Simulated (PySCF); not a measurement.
Geometries of 2 isomers of [C4H10N]+ (charge +1), from PySCF 2.14.0, PBE0-D3(BJ)/def2-SVP geometry optimisation, gas phase. One conformer each, no zero-point energy, no frequencies.

Problem. Which isomer lies lower at this level?
A.
```xyz
15
angstrom
C      1.999   -0.366   -0.309
C      0.794    0.471   -0.360
N     -0.401    0.173    0.016
C     -0.800   -1.109    0.592
C     -1.491    1.143   -0.103
H      2.420   -0.429   -1.327
H      1.860   -1.374    0.094
H      2.761    0.165    0.288
H      0.909    1.483   -0.768
H     -1.614   -1.529   -0.016
H     -1.173   -0.936    1.612
H      0.035   -1.812    0.621
H     -1.120    2.077   -0.540
H     -2.280    0.720   -0.740
H     -1.906    1.339    0.896
```
B.
```xyz
15
angstrom
C      0.459    0.847    0.834
C      1.275   -0.082   -0.060
C      0.280   -1.156   -0.490
N     -1.085   -0.488   -0.368
C     -0.865    0.932    0.102
H      0.320    0.417    1.840
H      0.914    1.838    0.964
H      2.143   -0.521    0.449
H      1.652    0.465   -0.937
H      0.276   -2.028    0.176
H      0.409   -1.507   -1.521
H     -1.659   -0.996    0.314
H     -1.609   -0.520   -1.249
H     -0.793    1.561   -0.796
H     -1.728    1.256    0.698
```

Solution. B. That is `C1CC[NH2+]C1`, 12.1 kcal/mol below the other.

```
      SMILES                 atoms numbered as above      E (Eh)  relative (kcal/mol)  relative (kJ/mol)  dipole about centre of mass (D)
C1CC[NH2+]C1  [CH2:1]1[CH2:2][CH2:3][NH2+:4][CH2:5]1  -212.56305                  0.0                0.0                             3.43
 CC=[N+](C)C    [CH3:1][CH:2]=[N+:3]([CH3:4])[CH3:5]  -212.54374                 12.1               50.7                             0.45
```

As drawn, the lower has an N–H bond, which the higher lacks.
